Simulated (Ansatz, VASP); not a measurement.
## One calculation of PbSe, 3 ways

The starting cell:

```
Pb Se
1.0
     0.00000    3.06065    3.06065
     3.06065    0.00000    3.06065
     3.06065    3.06065    0.00000
Pb Se
1 1
Cartesian
  0.0000 0.0000 0.0000
  3.0606 3.0606 3.0606
```

Alike in all runs: task relaxation of cell and atoms; functional revPBE; dispersion D4; k mesh 8 × 8 × 8; occupations fermi-dirac, width 0.05 eV; no spin polarisation; no spin-orbit coupling.

| program and potentials | plane-wave cutoff (eV) | notes | equilibrium volume (Å³/atom) |
| --- | --- | --- | --- |
| Ansatz, Ansatz PAW | 420 | potentials made for PBE, which Ansatz adapts in part; 15 valence electrons an atom on average | 28.85 |
| VASP, PBE PAW files Pb_d, Se, 600 eV | 600 | potentials made for PBE; 10 valence electrons an atom on average | 28.85 |
| Ansatz, all-electron LAPW, scalar-relativistic | - | - | 28.85 |

All agree on the equilibrium volume. Some sets were made for another functional than the one run, which can shift their rows. Relaxations stop with a little pressure left, so the last digit of a volume isn't settled.

The functional is the same throughout but for its coding, so the spread measures potentials, basis and numerics; runs on potential files found faulty are left out.
